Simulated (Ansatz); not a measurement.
# SiNi: the cost of one run

Computed with Ansatz 0.2.0 (DFT r2SCAN, scalar-relativistic, plane waves, PAW, unless a step's input says otherwise).

### 1 The structure to begin with

The structure is cubic, space group Pm-3m (No. 221). Conventional cell: a = 2.869 Å, b = 2.869 Å, c = 2.869 Å, α = 90.00°, β = 90.00°, γ = 90.00°. Si (site symmetry m-3m) has 8 Ni at 2.48 Å as nearest neighbours. Ni (site symmetry m-3m) has 8 Si at 2.48 Å as nearest neighbours.

As a file:

```
CELL_PARAMETERS angstrom
2.86862 0.00000 0.00000
0.00000 2.86862 0.00000
0.00000 0.00000 2.86862
ATOMIC_POSITIONS crystal
Si 0.00000 0.00000 0.00000
Ni 0.50000 0.50000 0.50000
```

(A quick probe on a coarse mesh, which set the mesh and smearing, is not shown.)

### 3 Coarse relaxation

Input file input.yaml:

```yaml
crystal:
  lattice:
    - [2.8686228363, 0.0, 0.0]
    - [0.0, 2.8686228363, 0.0]
    - [0.0, 0.0, 2.8686228363]
  atoms:
    - { symbol: Si, position: [0.0, 0.0, 0.0], spin: 0.13 }
    - { symbol: Ni, position: [0.5, 0.5, 0.5], spin: 0.05 }
basis:
  ecutwfc: 500
kpoints:
  mp_grid: { grid: [6, 6, 6] }
hamiltonian:
  xc: r2scan
scf:
  occupations: { method: gaussian, width: 0.1 }
  lower_state_search: "off"
output:
  forces: true
  stress: true
  eigenvalues: true
  populations: true
magnetization:
  spin_polarized: true
relax:
  adjacent_minimum: "off"
  f_tol: 0.04
  max_steps: 70
  cell: { stress_tol: 0.4 }
```

Run with:

```console
ansatz run input.yaml --threads 1 --pin off --max-ram 3072MiB --backend cpu --events-out ev --progress --plain --runs-dir out
```

Q: Estimate wall time and peak memory on 1 thread of Arm Neoverse V2, shared host.

About 34 s, with a peak of 0.35 GiB.
